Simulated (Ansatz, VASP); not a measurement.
# Cross-check of AlGaAs2 between VASP and Ansatz, part 2 of 2

One calculation is typed for both programs; each brings its own data sets. How far apart do they land? The cell is taken from a series of runs on this material, whose earlier steps may have relaxed, scaled, displaced or heated it; both programs get it as it stands.

VASP 6.6.1 and Ansatz 0.2.0.

So far: Starting point; Ansatz: single point, PBEsol, spin-orbit coupling; VASP: single point, PBEsol, spin-orbit coupling.

### Step 3. VASP: single point, PBEsol, spin-orbit coupling (continued)

Level of this step: PBEsol, spin-orbit coupling; plane waves and PAW (Ga_d, As, Al) (VASP).

Parts of OUTCAR (step 3):

```text
ion  position               nearest neighbor table
   1  0.000  0.000  0.021-   7 2.45   7 2.45  18 2.45  18 2.45
   2  0.500  0.500  0.104-   7 2.45   7 2.45   8 2.45   8 2.45
   3  0.000  0.000  0.187-   9 2.45   9 2.45   8 2.45   8 2.45
   4  0.500  0.500  0.270-   9 2.45   9 2.45  10 2.45  10 2.45
   5  0.000  0.000  0.354-  11 2.45  11 2.45  10 2.45  10 2.45
   6  0.500  0.500  0.437-  11 2.45  11 2.45  12 2.45  12 2.45
   7  0.500  0.000  0.063-   2 2.45   2 2.45   1 2.45   1 2.45
   8  0.000  0.500  0.146-   2 2.45   2 2.45   3 2.45   3 2.45
   9  0.500  0.000  0.229-   3 2.45   3 2.45   4 2.45   4 2.45
  10  0.000  0.500  0.312-   5 2.45   5 2.45   4 2.45   4 2.45
  11  0.500  0.000  0.395-   5 2.45   5 2.45   6 2.45   6 2.45
  12  0.000  0.500  0.478-  19 2.45  19 2.45   6 2.45   6 2.45
  13  0.500  0.000  0.562-  19 2.46  19 2.46  20 2.46  20 2.46
  14  0.000  0.500  0.645-  21 2.46  21 2.46  20 2.46  20 2.46
  15  0.500  0.000  0.729-  21 2.46  21 2.46  22 2.46  22 2.46
  16  0.000  0.500  0.812-  22 2.46  22 2.46  23 2.46  23 2.46
  17  0.500  0.000  0.896-  24 2.46  24 2.46  23 2.46  23 2.46
  18  0.000  0.500  0.979-  24 2.45  24 2.45   1 2.45   1 2.45
  19  0.000  0.000  0.520-  12 2.45  12 2.45  13 2.46  13 2.46
  20  0.500  0.500  0.604-  13 2.46  13 2.46  14 2.46  14 2.46
  21  0.000  0.000  0.687-  14 2.46  14 2.46  15 2.46  15 2.46
  22  0.500  0.500  0.771-  16 2.46  16 2.46  15 2.46  15 2.46
  23  0.000  0.000  0.854-  17 2.46  17 2.46  16 2.46  16 2.46
  24  0.500  0.500  0.938-  18 2.45  18 2.45  17 2.46  17 2.46

  LATTYP: Found a simple tetragonal cell.
 ALAT       =     4.0116911607
 C/A-ratio  =     8.4572046228

 Subroutine GETGRP returns: Found  8 space group operations
 (whereof  4 operations were pure point group operations)

The static configuration has the point symmetry C_2v.
 The point group associated with its full space group is D_2d.

 Found     20 irreducible k-points:

   k-points           NKPTS =     20   k-points in BZ     NKDIM =     20   number of bands    NBANDS=    204

   dimension x,y,z NGX =    30 NGY =   30 NGZ =  250
   dimension x,y,z NGXF=    60 NGYF=   60 NGZF=  500

   ENCUT  =  500.0 eV  36.75 Ry    6.06 a.u.   7.31  7.31 61.86*2*pi/ulx,y,z

   NELECT =     156.0000    total number of electrons

 k-points in reciprocal lattice and weights: Automatic mesh
   0.00000000  0.00000000  0.00000000       0.014
   0.16666667  0.00000000  0.00000000       0.056
   0.33333333  0.00000000  0.00000000       0.056
   0.50000000  0.00000000  0.00000000       0.028
   0.16666667  0.16666667  0.00000000       0.056
   0.33333333  0.16666667  0.00000000       0.111
   0.50000000  0.16666667  0.00000000       0.056
   0.33333333  0.33333333  0.00000000       0.056
   0.50000000  0.33333333  0.00000000       0.056
[...]
0.50000000  0.33333333  0.50000000       0.056
   0.50000000  0.50000000  0.50000000       0.014

 average (electrostatic) potential at core
       1 -66.0550       2 -66.0300       3 -66.0265       4 -66.0255       5 -66.0270
       6 -66.0507       7 -50.0110       8 -50.0069       9 -50.0051      10 -50.0049
      11 -50.0072      12 -49.8379      13 -49.6969      14 -49.7000      15 -49.7012
      16 -49.7018      17 -49.7005      18 -49.8422      19 -76.1912      20 -76.2387
      21 -76.2410      22 -76.2419      23 -76.2414      24 -76.1953

 E-fermi :   4.3813

 k-point     1 :       0.0000    0.0000    0.0000
  band No.  band energies     occupation
    ...
    152       3.6327      1.00000
    153       3.9128      1.00000
    154       3.9128      1.00000
    155       3.9571      1.00000
    156       3.9571      1.00000
    157       4.8055      0.00000
    158       4.8055      0.00000
    159       4.9350      0.00000
    160       4.9350      0.00000
    161       5.1205      0.00000
    ...

 k-point     2 :       0.1667    0.0000    0.0000
  band No.  band energies     occupation
    ...
    152       3.5138      1.00000
    153       3.5663      1.00000
    154       3.5785      1.00000
    155       3.7822      1.00000
    156       3.7862      1.00000
    157       5.4075      0.00000
    158       5.4166      0.00000
    159       5.5833      0.00000
    160       5.5906      0.00000
    161       5.6710      0.00000
    ...

 k-point     3 :       0.3333    0.0000    0.0000
  band No.  band energies     occupation
    ...
    152       3.1586      1.00000
    153       3.2605      1.00000
    154       3.2629      1.00000
    155       3.3990      1.00000
    156       3.4001      1.00000
[...]
161       5.7251      0.00000
    ...

  Total        0.7714449      0.7714492      0.7532661      0.0000000      0.0000000      0.0000000
  in kB        2.2636277      2.2636402      2.2102860      0.0000000      0.0000000      0.0000000
  external PRESSURE =       2.2458513 kB  Pullay stress =       0.0000000 kB

  energy-cutoff  :      500.00
  volume of cell :      546.02
      direct lattice vectors                 reciprocal lattice vectors
     4.011691161  0.000000000  0.000000000     0.249271432  0.000000000  0.000000000
     0.000000000  4.011702196  0.000000000     0.000000000  0.249270746  0.000000000
     0.000000000  0.000000000 33.927693030     0.000000000  0.000000000  0.029474447

 POSITION                                       TOTAL-FORCE (eV/Angst)
 -----------------------------------------------------------------------------------
      0.00000      0.00000      0.71762         0.000000      0.000000      0.001280
      2.00585      2.00585      3.53634         0.000000      0.000000     -0.000147
      0.00000      0.00000      6.35563         0.000000      0.000000      0.000089
      2.00585      2.00585      9.17502         0.000000      0.000000     -0.000089
      0.00000      0.00000     11.99431         0.000000      0.000000      0.000147
      2.00585      2.00585     14.81305         0.000000      0.000000     -0.001280
      2.00585      0.00000      2.12725         0.000000      0.000000     -0.000596
      0.00000      2.00585      4.94590         0.000000      0.000000     -0.000073
      2.00585      0.00000      7.76533         0.000000      0.000000     -0.000000
      0.00000      2.00585     10.58476         0.000000      0.000000      0.000073
      2.00585      0.00000     13.40342         0.000000      0.000000      0.000596
      0.00000      2.00585     16.22772         0.000000      0.000000     -0.010553
      2.00585      0.00000     19.05822         0.000000      0.000000      0.000556
      0.00000      2.00585     21.89385         0.000000      0.000000      0.000133
      2.00585      0.00000     24.72920         0.000000      0.000000      0.000000
      0.00000      2.00585     27.56454         0.000000      0.000000     -0.000133
      2.00585      0.00000     30.40017         0.000000      0.000000     -0.000556
      0.00000      2.00585     33.23065         0.000000      0.000000      0.010553
      0.00000      0.00000     17.64083         0.000000      0.000000     -0.002137
      2.00585      2.00585     20.47597         0.000000      0.000000     -0.000240
      0.00000      0.00000     23.31150         0.000000      0.000000     -0.000038
      2.00585      2.00585     26.14689         0.000000      0.000000      0.000038
      0.00000      0.00000     28.98242         0.000000      0.000000      0.000240
      2.00585      2.00585     31.81754         0.000000      0.000000      0.002137
 -----------------------------------------------------------------------------------
    total drift:                                0.000000      0.000000      0.013424

  FREE ENERGIE OF THE ION-ELECTRON SYSTEM (eV)
  ---------------------------------------------------
  free  energy   TOTEN  =      -115.0332226658 eV

  energy  without entropy=     -115.0332226657  energy(sigma->0) =     -115.03322267

 Spin-Orbit-Coupling matrix elements
 Ion:    1  E_soc:     -0.0119550
 Ion:    2  E_soc:     -0.0119971
 Ion:    3  E_soc:     -0.0119979
 Ion:    4  E_soc:     -0.0119979
 Ion:    5  E_soc:     -0.0119971
 Ion:    6  E_soc:     -0.0119550
 Ion:    7  E_soc:     -0.0239778
 Ion:    8  E_soc:     -0.0240350
 Ion:    9  E_soc:     -0.0240480
 Ion:   10  E_soc:     -0.0240350
 Ion:   11  E_soc:     -0.0239778
 Ion:   12  E_soc:     -0.0234802
 Ion:   13  E_soc:     -0.0229420
 Ion:   14  E_soc:     -0.0228848
 Ion:   15  E_soc:     -0.0228762
 Ion:   16  E_soc:     -0.0228848
 Ion:   17  E_soc:     -0.0229420
 Ion:   18  E_soc:     -0.0234802
 Ion:   19  E_soc:     -0.0001857
 Ion:   20  E_soc:     -0.0001863
 Ion:   21  E_soc:     -0.0001862
 Ion:   22  E_soc:     -0.0001862
 Ion:   23  E_soc:     -0.0001863
 Ion:   24  E_soc:     -0.0001857

 total charge
# of ion       s       p       d       tot
------------------------------------------
    1        0.880   0.794   9.994  11.669
    2        0.883   0.800   9.993  11.676
    3        0.883   0.799   9.993  11.675
    4        0.883   0.799   9.993  11.675
    5        0.883   0.800   9.993  11.676
    6        0.880   0.794   9.994  11.669
    7        1.211   1.589   0.031   2.831
    8        1.212   1.588   0.031   2.831
    9        1.212   1.588   0.031   2.831
   10        1.212   1.588   0.031   2.831
   11        1.211   1.589   0.031   2.831
   12        1.204   1.634   0.028   2.866
   13        1.197   1.678   0.024   2.899
   14        1.197   1.678   0.024   2.899
   15        1.197   1.678   0.024   2.899
   16        1.197   1.678   0.024   2.899
   17        1.197   1.678   0.024   2.899
   18        1.204   1.634   0.028   2.866
   19        0.404   0.368   0.000   0.772
   20        0.403   0.366   0.000   0.768
   21        0.402   0.366   0.000   0.768
   22        0.402   0.366   0.000   0.768
   23        0.403   0.366   0.000   0.768
   24        0.404   0.368   0.000   0.772
--------------------------------------------------
tot         22.162  26.587  60.292 109.041

 magnetization (x)
# of ion       s       p       d       tot
------------------------------------------
    1        0.000   0.000   0.000   0.000
    2        0.000   0.000   0.000   0.000
    3        0.000   0.000   0.000   0.000
    4        0.000   0.000   0.000   0.000
    5        0.000   0.000   0.000   0.000
    6        0.000   0.000   0.000   0.000
    7        0.000   0.000   0.000   0.000
    8        0.000   0.000   0.000   0.000
    9        0.000   0.000   0.000   0.000
   10        0.000   0.000   0.000   0.000
   11        0.000   0.000   0.000   0.000
   12        0.000   0.000   0.000   0.000
   13        0.000   0.000   0.000   0.000
   14        0.000   0.000   0.000   0.000
   15        0.000   0.000   0.000   0.000
   16        0.000   0.000   0.000   0.000
   17        0.000   0.000   0.000   0.000
   18        0.000   0.000   0.000   0.000
   19        0.000   0.000   0.000   0.000
   20        0.000   0.000   0.000   0.000
   21        0.000   0.000   0.000   0.000
   22        0.000   0.000   0.000   0.000
   23        0.000   0.000   0.000   0.000
   24        0.000   0.000   0.000   0.000
--------------------------------------------------
tot          0.000   0.000   0.000   0.000

 magnetization (y)
# of ion       s       p       d       tot
------------------------------------------
    1        0.000   0.000   0.000   0.000
    2        0.000   0.000   0.000   0.000
    3        0.000   0.000   0.000   0.000
    4        0.000   0.000   0.000   0.000
    5        0.000   0.000   0.000   0.000
    6        0.000   0.000   0.000   0.000
    7        0.000   0.000   0.000   0.000
    8        0.000   0.000   0.000   0.000
    9        0.000   0.000   0.000   0.000
   10        0.000   0.000   0.000   0.000
   11        0.000   0.000   0.000   0.000
   12        0.000   0.000   0.000   0.000
   13        0.000   0.000   0.000   0.000
   14        0.000   0.000   0.000   0.000
   15        0.000   0.000   0.000   0.000
   16        0.000   0.000   0.000   0.000
   17        0.000   0.000   0.000   0.000
   18        0.000   0.000   0.000   0.000
   19        0.000   0.000   0.000   0.000
   20        0.000   0.000   0.000   0.000
   21        0.000   0.000   0.000   0.000
   22        0.000   0.000   0.000   0.000
   23        0.000   0.000   0.000   0.000
   24        0.000   0.000   0.000   0.000
--------------------------------------------------
tot          0.000   0.000   0.000   0.000

 magnetization (z)
# of ion       s       p       d       tot
------------------------------------------
    1        0.000   0.000   0.000   0.000
    2        0.000   0.000   0.000   0.000
    3        0.000   0.000   0.000   0.000
    4        0.000   0.000   0.000   0.000
    5        0.000   0.000   0.000   0.000
    6        0.000   0.000   0.000   0.000
    7        0.000   0.000   0.000   0.000
    8        0.000   0.000   0.000   0.000
    9        0.000   0.000   0.000   0.000
   10        0.000   0.000   0.000   0.000
   11        0.000   0.000   0.000   0.000
   12        0.000   0.000   0.000   0.000
   13        0.000   0.000   0.000   0.000
   14        0.000   0.000   0.000   0.000
   15        0.000   0.000   0.000   0.000
   16        0.000   0.000   0.000   0.000
   17        0.000   0.000   0.000   0.000
   18        0.000   0.000   0.000   0.000
   19        0.000   0.000   0.000   0.000
   20        0.000   0.000   0.000   0.000
   21        0.000   0.000   0.000   0.000
   22        0.000   0.000   0.000   0.000
   23        0.000   0.000   0.000   0.000
   24        0.000   0.000   0.000   0.000
--------------------------------------------------
tot          0.000   0.000   0.000   0.000

[... 2 further parts left out ...]
```

The run ends at a pressure of 0.22 GPa, with forces up to 0.011 eV/Å.

### Step 4. Differences

Known differences besides the potentials themselves: spin-orbit coupling enters by fully relativistic files in Ansatz and inside the spheres in VASP; the data sets hold 276 valence electrons in Ansatz (on its PAW fully relativistic soft_1 files) and 156 in VASP; Ansatz makes its cores anew for this functional, VASP keeps those of its PBE data sets; Ansatz takes its cutoff from its data sets, VASP runs at 500 eV. Total energies have different zeros and are not compared.

The two programs side by side:

```
              quantity  Ansatz   VASP  difference
        pressure (GPa)    0.00   0.22       -0.22
gap on the k mesh (eV)   0.839  0.848      -0.009
```

At this near-relaxed geometry the largest component of a force difference is 11 meV/Å. A gap on the mesh is an upper bound, since the band edges may lie between its points.

### Step 5. What came out

- difference in gap on the k mesh (single point, PBEsol, spin-orbit coupling): -0.0094 eV

In words: The difference in gap on the k mesh is -0.0094 eV (single point, PBEsol, spin-orbit coupling), within the 0.08 eV picked in this series as the mark of a large difference. The data sets hold unlike numbers of valence electrons (276 in Ansatz and 156 in VASP), so part of the differences comes from the potentials. How closely two codes agree says nothing of how well the functional describes the real material.

[Lines on the potential files, build, host, timing and source positions are cut from VASP's logs without a mark.]

[Logs are printed without paths, hosts, clocks, repeated set-up lines and the standing remarks that a program may print on its own settings, such as how far it seeks lower states.]

[Hosts, paths, dates, database ids (printed as entryN), source tags and the programs' standing remarks are cut or masked in the printed files.]
